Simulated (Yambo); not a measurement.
**PbS in Yambo: convergence with bands in self energy**

PbS:

```
Pb S
1.0
     2.11266    1.21975    3.45192
    -2.11266    1.21975    3.45192
     0.00000   -2.43949    3.45192
Pb S
1 1
Direct
  0.98057 0.98057 0.98057
  0.47504 0.47504 0.47504
```

The cell is a database's computed one.

| Property | Result |
| --- | --- |
| Program | Yambo 5.3.0 |
| Task | G0W0 quasiparticle levels |
| Functional | PBEsol |
| Potentials or basis | PseudoDojo 0.4 SR PBEsol stringent |
| Cutoff | 1225 eV |
| Density cutoff | 4898 eV |
| k mesh | 4 × 4 × 4 |
| Occupations | fixed |
| Spin | no spin polarisation |
| k mesh of the self-consistent run | 8 × 8 × 8 |
| Random integration of the Coulomb term | yes |
| Direction of the field or of q to 0 | x + y + z |
| Broadening | 0.1 eV |
| States corrected | Γ and the k points of the band edges |
| Frequency dependence of W | plasmon pole |
| Terminator of the band sum in the self-energy | none |
| Quasiparticle equation | linearised (Newton) |
| Imaginary frequency of the plasmon-pole fit | 27.2114 eV |
| Bands in the response | 214 |
| Bands in the self-energy | 34 |
| Cutoff of the response matrix | 12 Ry |
| Cutoff of exchange and Vxc | 90 Ry |
| Bands corrected (first, last) | [12, 15] |

These are the settings of the first run; the series varies bands in self energy, with any setting tied to it.

```
bands in self energy  quasiparticle gap at the points computed (eV)
                  34                                          0.459
                  54                                          0.580
                  94                                          0.675
                 214                                          0.755
```

Not settled before the last step: the quasiparticle gap at the points computed (to 0.05 eV). The tightest run that finished is the yardstick and may itself not be fully converged.

Caveat, for the tightest run too: the k mesh is coarse (spacing up to 0.46 Å⁻¹), so the values aren't converged; this version prints the column dSc/dw multiplied by 27.2; spin-orbit coupling is left out, which as a rule narrows the gap of such compounds by several tenths of an eV.
